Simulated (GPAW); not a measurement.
Wanted: an ASE script for a GPAW 26.7.0 run.

```yaml
Task: band structure
Functional: revPBE
Potentials_or_basis: the program's PAW data sets (release 1.2.1) made for this functional
Cutoff: 600 eV
Basis: pw
k_mesh: 8 × 8 × 8
Occupations: fermi-dirac, width 0.05 eV
Spin: no spin polarisation
Maxiter: 150
Band_path: GXWKGLUWLK,UX
Band_points: 60
```

The structure of Ge lies in Ge.xyz:

```xyz
2
Lattice="0.0000000000 2.8289100000 2.8289100000 2.8289100000 0.0000000000 2.8289100000 2.8289100000 2.8289100000 0.0000000000" Properties=species:S:1:pos:R:3 pbc="T T T"
Ge     4.2433650000      4.2433650000      4.2433650000
Ge     2.8289100000      2.8289100000      2.8289100000
```

These files were run (other wordings do the same):

run.py

```python
from ase.dft.bandgap import bandgap
from ase.io import read, write
from ase.units import GPa
from gpaw import GPAW, PW

atoms = read('Ge.xyz')

calc = GPAW(mode=PW(600),
            xc='revPBE',
            kpts={'size': (8, 8, 8), 'gamma': True},
            occupations={'name': 'fermi-dirac', 'width': 0.05},
            nbands=11,
            convergence={'density': 1e-05, 'energy': 1e-05},
            maxiter=150,
            txt='gpaw.txt')
atoms.calc = calc
energy = atoms.get_potential_energy()
forces = atoms.get_forces()
stress = atoms.get_stress()
calc.write('gs.gpw')
write('result.traj', atoms)
print(f'Energy: {energy:.6f} eV')
print('Forces (eV/A):')
print(forces.round(4))
print('Stress (GPa):', (stress / GPa).round(3))
print('Fermi level:', round(calc.get_fermi_level(), 4), 'eV')
print(f'Gap: {bandgap(calc)[0]:.4f} eV, direct: {bandgap(calc, direct=True)[0]:.4f} eV')

path = atoms.cell.bandpath('GXWKGLUWLK,UX', npoints=60, eps=1e-4)
bs_calc = calc.fixed_density(kpts=path, symmetry='off', nbands=21,
                             convergence={'bands': 'CBM+6.0', 'eigenstates': 1e-6}, txt='bands.txt')
bs = bs_calc.band_structure()
bs.write('bs.json')
print(f'Gap on the path: {bandgap(bs_calc)[0]:.4f} eV')
```

Potentials or basis: the program's PAW data sets (release 1.2.1) made for this functional, pw.

Run with:

```bash
$ OMP_NUM_THREADS=1 python run.py
```

It gave:

```yaml
Pressure: 5.2 GPa
Band_gap_on_the_k_mesh: 0.17 eV, direct
Band_gap_along_the_path: 0.17 eV, direct
```

It took 25 s on 1 thread of Arm Neoverse V1, on a shared host, peak memory 0.2 GiB.
